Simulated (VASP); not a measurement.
## TiH: single point with HSE(alpha, omega)

TiH:

```
CELL_PARAMETERS angstrom
2.94749 0.00000 0.00000
0.00000 2.94749 0.00000
0.00000 0.00000 4.56814
ATOMIC_POSITIONS crystal
Ti 0.00000 0.50000 0.00000
Ti 0.50000 0.00000 0.50000
H 0.00000 0.00000 0.75000
H 0.00000 0.00000 0.25000
```

The cell comes from a database or a generator and needn't be the stable form of this composition.

```yaml
Program: VASP 6.6.1
Task: single point
Functional: HSE(alpha, omega)
Potentials_or_basis: VASP PAW PBE potentials, release 64 (Ti_sv, H)
Cutoff: 520 eV
k_mesh: 5 × 5 × 3
Occupations: fermi-dirac, width 0.05 eV
Spin: no spin polarisation
Share_of_exact_exchange: 0.15
Grid_for_exact_exchange_PRECFOCK: Fast
Further_INCAR_settings: ALGO = Normal; EDIFF = 1e-06; NBANDS = 21
```

```yaml
Pressure: -1.4 GPa
Band_gap_on_the_k_mesh: 0.09 eV, indirect (least direct gap 0.27 eV)
```

Stress tensor (GPa, compression positive):
```
-1.27  0.00  0.00
 0.00 -1.27  0.00
 0.00  0.00 -1.65
```

Levels at points of the mesh, in eV from the valence-band top:
| k point | band 10 | band 11 | band 12 | band 13 | band 14 | band 15 | band 16 | band 17 |
| --- | --- | --- | --- | --- | --- | --- | --- | --- |
| (0.00, 0.00, 0.00) | -4.66 | -3.26 | -3.02 | -0.06 | 0.69 | 0.69 | 1.79 | 2.72 |

It took 6.3 min on 1 thread of Intel(R) Xeon(R) Platinum 8488C (Sapphire Rapids), on a shared host, peak memory 0.26 GiB.

Caveat: the k mesh is coarse (spacing up to 0.46 Å⁻¹), so the values aren't converged, least of all with exact exchange; the PAW data sets were made with another functional, which shifts forces and pressure a little; an odd mesh through Γ misses points on the zone boundary, where band edges often lie.
